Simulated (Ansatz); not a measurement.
Runs of Ansatz 0.2.0 on SnSe2. The structure is trigonal, space group P-3m1 (No. 164). The conventional cell has a = 3.811 Å, b = 3.811 Å, c = 6.136 Å, α = 90.00°, β = 90.00°, γ = 120.00°. Around Sn (site symmetry -3m) lie 6 Se at 2.68 Å. Se (site symmetry 3m) has 3 Sn at 2.68 Å as nearest neighbours. 

| task | level | spin | cell | k mesh | smearing | points for each segment of the path | atoms under strain | gap on the mesh (eV) | pressure (GPa) | relaxed volume (Å³/atom) | largest force (eV/Å) |
| --- | --- | --- | --- | --- | --- | --- | --- | --- | --- | --- | --- |
| band structure | PBE | SOC, no magnetisation | as given | 6 × 6 × 4 | fermi-dirac 0.05 eV | 14 | - | 0.78 | 5.6 | - | (b) |
| band structure | PBEsol | off | as given | 8 × 8 × 5 | fermi-dirac 0.05 eV | 14 | - | (c) | 2.5 | - | 0.60 |
| relaxation of cell and atoms | PBEsol+D4 | off | relaxed | 8 × 8 × 5 | fermi-dirac 0.05 eV | - | - | - | 0.0 | 24.46 | - |
| relaxation of cell and atoms | revPBE+D3(BJ) | off | relaxed | 8 × 8 × 5 | fermi-dirac 0.05 eV | - | - | - | 0.0 | 24.77 | - |
| relaxation of cell and atoms | revPBE+D4 | off | relaxed | 8 × 8 × 5 | fermi-dirac 0.05 eV | - | - | - | 0.0 | 24.94 | - |
| relaxation of cell and atoms | LDA | off | relaxed | 8 × 8 × 5 | fermi-dirac 0.05 eV | - | - | - | 0.0 | 24.57 | - |
| elastic constants | PBE | off | as given | 6 × 6 × 4 | fixed | - | relaxed | (a) | 2.8 | - | - |
| single point | PBE | off | as given | 8 × 8 × 5 | gaussian 0.012 eV | - | - | 0.81 | 5.5 | - | 0.79 |
| relaxation of cell and atoms | PBEsol | off | relaxed | 8 × 8 × 5 | fermi-dirac 0.05 eV | - | - | - | 0.0 | (d) | - |
| single point | PBE | off | as given | 8 × 8 × 5 | gaussian 0.014 eV | - | - | 0.81 | 5.5 | - | 0.79 |
| relaxation of cell and atoms | PBEsol+D3(BJ) | off | relaxed | 8 × 8 × 5 | fermi-dirac 0.05 eV | - | - | - | 0.0 | 23.91 | - |
| single point | PBE | off | as given | 8 × 8 × 5 | gaussian 0.013 eV | - | - | 0.81 | 5.5 | - | 0.79 |

Alike in all rows: potentials or basis Ansatz PAW; cutoff (eV) 420.

Task: Estimate the missing entries.

Result: (a) 0.71; (b) 0.78; (c) 0.74; (d) 25.89.

Caveats: this functional lacks dispersion, which binds the layers, so the pressure and a relaxed spacing across them are unreliable (some runs); the PAW data sets come from PBE, with cores solved anew for the run's functional, which leaves a small shift of forces and pressure (some runs); the plane-wave basis is chosen anew once the cell has moved, so the energies of steps on either side of that aren't comparable (some runs); spin-orbit coupling is left out, which moves the levels of the heavy elements (some runs); odd divisions of the mesh miss points on the zone boundary, where band edges often lie, so the gap on the mesh can be too wide (some runs); the k mesh misses the band edges, so the gap on the mesh is wider than the one along the path (some runs).

A k mesh can miss the band edges, and rows without SOC leave out spin-orbit coupling on Se, Sn.
